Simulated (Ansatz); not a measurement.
# From the elastic tensor of CdSe to moduli and sound speeds

The calculation used DFT PBE, scalar-relativistic, plane waves, PAW (Ansatz 0.2.0). Settings: 420 eV plane-wave cutoff, Γ-centred 4×4×4 mesh, fixed occupations. No spin polarisation.

Space group Pm-3n (No. 223), cubic, a = 7.617 Å. Cd has 4 Se at 2.69 Å; Se has 4 Cd at 2.69 Å.

It was reached by relaxing an invented guess, and it needn't be the stable form of this composition.

Relaxed-ion constants (GPa, on the Cartesian axes of the calculation):
C11 = 55.5, C12 = 25.7, C13 = 25.7, C22 = 55.5, C23 = 25.7, C33 = 55.5, C44 = 5.6, C55 = 5.6, C66 = 5.6 GPa; the others vanish.

Density 4.315 g/cm³; 12 atoms in 441.86 Å³.

With S = C⁻¹: B_V = (C11+C22+C33+2(C12+C13+C23))/9, G_V = (C11+C22+C33−C12−C13−C23+3(C44+C55+C66))/15, 1/B_R = S11+S22+S33+2(S12+S13+S23), 15/G_R = 4(S11+S22+S33−S12−S13−S23)+3(S44+S55+S66); Hill is their mean. Then v_l = √((B+4G/3)/ρ), v_t = √(G/ρ), v_m = [(2/v_t³+1/v_l³)/3]^(−1/3) and Θ = (ħ/k_B)·v_m·(6π²n/V)^(1/3) for n atoms in the volume V; E = 9BG/(3B+G), ν = (3B−2G)/(2(3B+G)) and A^U = 5G_V/G_R + B_V/B_R − 6.

```json
{
 "Bulk modulus, Voigt / Reuss / Hill": "35.6 / 35.6 / 35.6 GPa",
 "Shear modulus, Voigt / Reuss / Hill": "9.3 / 7.4 / 8.4 GPa",
 "Young's modulus": "23 GPa",
 "Poisson ratio": "0.391",
 "Pugh ratio B/G": "4.26 (over 1.75, the rule of thumb for ductile)",
 "Universal anisotropy index": "1.27",
 "Longitudinal and transverse sound speeds": "3292 and 1392 m/s",
 "Debye temperature from the mean sound speed": "141 K"
}
```
